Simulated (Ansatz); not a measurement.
## Ga under changes of volume

One of the cells (20.046 Å³/atom); the others are scaled copies at fixed shape and fractional positions:

```
CELL_PARAMETERS angstrom
2.71648 0.00000 0.00000
0.00000 2.71648 0.00000
0.00000 0.00000 2.71648
ATOMIC_POSITIONS crystal
Ga 0.00000 0.00000 0.00000
```

The cell was built by a generator and needn't be a form met in nature.

```yaml
Program: Ansatz 0.2.0
Functional: PBE0
Potentials_or_basis: Ansatz PAW
Cutoff: "420 eV (not typed: the program's choice for these potentials)"
k_mesh: 5 × 5 × 5
Occupations: fermi-dirac, width 0.05 eV
Spin: no spin polarisation
```

```tsv
volume (Å³/atom)	energy over the lowest point (meV/atom)	pressure (GPa)
18.843	2.77	1.8
19.244	0.00	0.5
19.645	0.29	-0.7
20.046	?	?
20.447	8.57	-2.6
20.847	16.06	-3.4
21.248	25.31	-4.1
```

What does the run at 20.046 Å³/atom give?

Energy over the lowest point 3.21 meV/atom; pressure -1.7 GPa.

Worked out: A Birch-Murnaghan fit of order 3 (a polynomial in V^(-2/3)) to the other rows has its minimum at 19.40 Å³/atom with B0 = V·E''(V) = 56 GPa and B' = 5.0. It gives 3.25 meV/atom at 20.046 Å³/atom, against the run's 3.21, and -dE/dV = -1.7 GPa, against -1.7.

Energies are extrapolated to zero smearing.

Caveats: all runs use coarse meshes; the PAW data sets come from PBE, with cores solved anew for the run's functional, which leaves a small shift of forces and pressure; the thresholds are loose for stress.
